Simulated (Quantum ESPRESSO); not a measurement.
**Sb: Wannier functions under several settings**

```
Sb
1.0
     2.15420    1.24373    3.75800
    -2.15420    1.24373    3.75800
     0.00000   -2.48746    3.75800
Sb
2
Direct
  0.76651 0.76651 0.76651
  0.23349 0.23349 0.23349
```

All runs used Quantum ESPRESSO 7.5; potentials GBRV 1.5 PBEsol; k mesh 6 × 6 × 6; given cell; no spin polarisation; cutoff 612 eV; occupations fermi-dirac, width 0.05 eV.

```csv
level,start,Wannier mesh,spread a function (Å²),RMS miss of the bands (meV)
PBEsol,atomic projections with disentanglement,5 × 5 × 5,?,?
PBEsol,"atomic projections with disentanglement, not minimised",5 × 5 × 5,2.50,36
PBEsol,SCDM with an erfc weight,5 × 5 × 5,2.51,32
```

What stands in the row left open?

Spread a function 1.81 Å²; RMS miss of the bands 38 meV.

For the row left open. Caveat: the k mesh is coarse.
